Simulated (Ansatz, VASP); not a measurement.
One calculation of MgO, two programs

File INCAR:

```
ALGO     = Normal         # electronic algorithm
EDIFF    = 1E-6           # SCF threshold, eV
ENCUT    = 520            # plane-wave cutoff, eV
GGA      = PE             # functional
ISIF     = 2              # what is computed and relaxed
ISMEAR   = -1             # smearing method
LASPH    = True           # aspherical terms in the spheres
LCHARG   = False          # write CHGCAR
LREAL    = False          # projectors in reciprocal space
LWAVE    = False          # write WAVECAR
NBANDS   = 11             # bands
NELM     = 100            # most SCF steps
PREC     = Accurate       # precision mode
SIGMA    = 0.01           # smearing width, eV
```

KPOINTS

```
k-points
0
Gamma
  15 15 15
```

POSCAR

```
MgO
1.0
    0.0000000000      2.1351500000      2.1351500000
    2.1351500000      0.0000000000      2.1351500000
    2.1351500000      2.1351500000      0.0000000000
Mg O
1 1
Direct
    0.0000000000      0.0000000000      0.0000000000
    0.5000000000      0.5000000000      0.5000000000
```

Input for Ansatz:

```yaml
crystal:
  lattice:
    - [0.0, 2.13515, 2.13515]
    - [2.13515, 0.0, 2.13515]
    - [2.13515, 2.13515, 0.0]
  atoms:
    - { symbol: Mg, position: [0.0, 0.0, 0.0] }
    - { symbol: O, position: [0.5, 0.5, 0.5] }
kpoints:
  mp_grid: { grid: [15, 15, 15] }
scf:
  occupations: { method: fermi_dirac, width: 0.01 }
hamiltonian:
  xc: pbe
  pseudopotentials: { kind: all_electron, lapw: { basis_error: 0.001 } }
output:
  forces: true
  stress: true
  eigenvalues: true
```

Alike in both runs: task single point; functional PBE; k mesh 15 × 15 × 15; occupations fermi-dirac, width 0.01 eV; no spin polarisation.

|  | VASP | Ansatz |
| --- | --- | --- |
| version | VASP 6.6.1 | Ansatz 0.2.0 |
| potentials or method | VASP PAW PBE potentials, release 64 (Mg, O) | all-electron LAPW, scalar-relativistic |
| plane-wave cutoff (eV) | 520 | see its input |

VASP gave:

| Property | Result |
| --- | --- |
| gap on the k mesh at the Fermi level (eV) | 4.34 |
| pressure (GPa) | -2.4 |

**Question.** Which values does Ansatz return?

**Answer.** gap on the k mesh at the Fermi level (eV): 4.35; pressure (GPa): -1.6.

Ansatz ran all-electron here, so the differences hold the error of VASP's frozen core and of both bases.

Caveats: an odd mesh through Γ misses points on the zone boundary, where band edges often lie. As with any semilocal functional, this PBE gap is likely too small.
